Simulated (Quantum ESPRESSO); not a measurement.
NaCl in Quantum ESPRESSO: the effect of functional

The system is NaCl.

```
CELL_PARAMETERS angstrom
0.00000 2.79406 2.79406
2.79406 0.00000 2.79406
2.79406 2.79406 0.00000
ATOMIC_POSITIONS crystal
Cl 0.50000 0.50000 0.50000
Na 0.00000 0.00000 0.00000
```

The cell is a database's computed one.

Alike in all runs:

| Item | Value |
| --- | --- |
| Program | Quantum ESPRESSO 7.5 |
| Task | phonons and Raman activities |
| Cutoff | 1197 eV |
| Density cutoff | 4789 eV |
| k mesh | 4 × 4 × 4, shifted |
| Occupations | fermi-dirac, width 0.05 eV |
| Spin | no spin polarisation |

Each run relaxes the cell or the atoms first.

```csv
functional,potentials or basis,relaxed volume (Å³/atom),dielectric constant (mean),highest phonon frequency (cm⁻¹)
LDA,PseudoDojo 0.4.1 SR LDA standard,?,?,?
PBE,PseudoDojo 0.4.1 SR PBE standard,23.12,2.48,179
PBEsol,PseudoDojo 0.4.1 SR PBEsol standard,22.00,2.57,173
```

Problem. What does the run with functional LDA give?

Solution. Relaxed volume 20.41 Å³/atom; dielectric constant 2.68 mean; highest phonon frequency 189 cm⁻¹.

Caveats: before the sum rule the acoustic modes lie tens of cm⁻¹ from zero, a sign that the density grid also shifts the optical modes (some runs).
